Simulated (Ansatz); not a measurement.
## Stress against strain in NiO

```yaml
crystal:
  lattice:
    - [0.00000, 2.09131, 2.09131]
    - [2.09131, 0.00000, 2.09131]
    - [2.09131, 2.09131, 0.00000]
  atoms:
    - { symbol: Ni, position: [0.00000, 0.00000, 0.00000] }
    - { symbol: O, position: [0.50000, 0.50000, 0.50000] }
```

Atom numbers follow the list: Ni1, O2.

Conventional cell: a = 4.183 Å, b = 4.183 Å, c = 4.183 Å, α = 90.00°, β = 90.00°, γ = 90.00°. Ni (atom 1) has 6 O at 2.09 Å as nearest neighbours. O (atom 2) has 6 Ni at 2.09 Å as nearest neighbours.

The cell is COD entry 4320487, as deposited and not checked against the literature; nothing was relaxed.

Semilocal functionals without U often leave such compounds metallic or with too small a gap, and the real magnetic order may differ.

Other magnetic orders may lie lower; this is the state that the run reached.

These are results of DFT, PBE, all-electron LAPW, scalar-relativistic (Ansatz 0.2.0), not measurements.

Numerical set-up: a Γ-centred 17×17×17 k mesh, Fermi–Dirac smearing of 0.03 eV, basis error target 1 meV/atom, spin-polarised from start moments Ni1 1.5 μB.

The strain is applied along the Cartesian axes of the cell as listed (the other components stay zero). Fractional coordinates are held (clamped ions).

σ is the change of stress from the unstrained cell, which is at 4.70 GPa; tension is positive, so slopes are stress–strain coefficients at that pressure. In a metal the k mesh adds noise.

Only quantities that a quadratic follows smoothly over the whole series are listed; rougher ones are left out.

| εzz | σzz (GPa) | σxx (GPa) |
| --- | --- | --- |
| -0.0300 | -9.12 | -4.84 |
| -0.0100 | -2.61 | -1.53 |
| 0.0000 | 0.00 | 0.00 |
| 0.0100 | 2.29 | 1.48 |
| 0.0200 | 4.39 | 2.92 |
| 0.0300 | 6.40 | 4.32 |

Task: Fit the series and read off the stiffness at zero strain.

Result: Least-squares fits y = p0 + p1 x + p2 x² to the rows give σzz (GPa): p1 = 256, p2 = -1500; σxx (GPa): p1 = 152, p2 = -290. So C11 = 256 GPa and C12 = 152 GPa, which gives B = (C11 + 2 C12)/3 = 187 GPa.

Task: One run, at εzz = -0.0200, is withheld. Predict its row.

Result: The fits give -5.75, -3.16; the run gave -5.61, -3.14.
